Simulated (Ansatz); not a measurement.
Sn:

```xyz
2
Lattice="-2.9401 2.9401 1.5993 2.9401 -2.9401 1.5993 2.9401 2.9401 -1.5993" Properties=species:S:1:pos:R:3 pbc="T T T"
Sn    0.0000    0.0000    0.0000
Sn    0.0000    2.9401    0.7997
```

```yaml
Program: Ansatz 0.2.0
Task: relaxation of cell and atoms
Functional: PBEsol
Potentials_or_basis: all-electron LAPW, scalar-relativistic
Basis_error_allowed: 0.001 eV/atom
k_mesh: 9 × 9 × 9
Occupations: fermi-dirac, width 0.05 eV
Spin: no spin polarisation
```

At the start: volume 27.65 Å³/atom.

Question: How do energy, volume and symmetry change on relaxing?

Answer: Over 5 steps the energy falls by 3.6 meV/atom and the volume is 26.89 Å³/atom (-2.7 %); space group I4_1/amd (No. 141, to 0.05 Å).

The path:
| step | energy change (eV) | largest force (eV/Å) | volume (Å³) |
| --- | --- | --- | --- |
| 1 | 0.0000 | 0.0000 | 55.30 |
| 2 | -0.0062 | 0.0000 | 53.22 |
| 3 | -0.0073 | 0.0000 | 53.81 |
| 4 | -0.0073 | 0.0000 | 53.79 |
| 5 | -0.0073 | 0.0000 | 53.79 |

Final structure:
```
CELL_PARAMETERS angstrom
-2.91869 2.91869 1.57845
2.91869 -2.91869 1.57845
2.91869 2.91869 -1.57845
ATOMIC_POSITIONS crystal
Sn 0.00000 0.00000 0.00000
Sn 0.75000 0.25000 0.50000
```
